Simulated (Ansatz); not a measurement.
Two G0W0 runs on PbO (honeycomb monolayer).

The cell holds 2 atoms: 1 Pb and 1 O. Cell: a = 3.617 Å, b = 3.617 Å, c = 25.000 Å, α = 90.0°, β = 90.0°, γ = 120.0°. Vacuum lies along c.

```xyz
2
Lattice="3.6169 0.0000 0.0000 -1.8084 3.1323 0.0000 0.0000 0.0000 25.0000" Properties=species:S:1:pos:R:3
Pb    0.0000    2.0882   12.0406
O     1.8084    1.0441   12.9594
```

The structure was relaxed with PBE. The runs that relaxed it are not among those shown. Spin-orbit coupling is left out unless a run names it. PAW set soft_2, made with PBE.

The first (Ansatz 0.2.0; start PBE, 6×6×1 mesh, 175 empty bands, screening to 42 eV; 4 threads of Arm Neoverse V1, shared host) gave, on its mesh: starting gap 1.77 eV, G0W0 gap 3.00 eV, mean of 1 + 4πα/V (set by the cell height) 1.61, 39 s.

Q: The second changes mesh from 6×6×1 to 9×9×1. What does it give?

It gave: starting gap 1.77 eV, G0W0 gap 3.01 eV, mean of 1 + 4πα/V (set by the cell height) 1.61, 2.1 min. The G0W0 gap moves by +0.01 eV, +0.01 eV from the start and +0.01 eV from the correction. Σc changes by −0.01 eV at the valence top and +0.01 eV at the conduction bottom, and Σx − Vxc between them by −0.02 eV.

Limits: not at the basis limit; coarse mesh for a sheet; no spin-orbit coupling.

[Paths, hosts, dates, memory and timing lines, banners, echoed tables and standing remarks are left out of the program output.]

[Logs are printed without paths, hosts, clocks, repeated set-up lines and the standing remarks that a program may print on its own settings, such as how far it seeks lower states.]

[Runs of the session that timed out or met a known fault of the program may be left out.]

[Cells called generated may have been cut or substituted from an entry of the Crystallography Open Database or the Materials Project.]

[Hosts, paths, dates, database ids (printed as entryN), source tags and the programs' standing remarks are cut or masked in the printed files.]
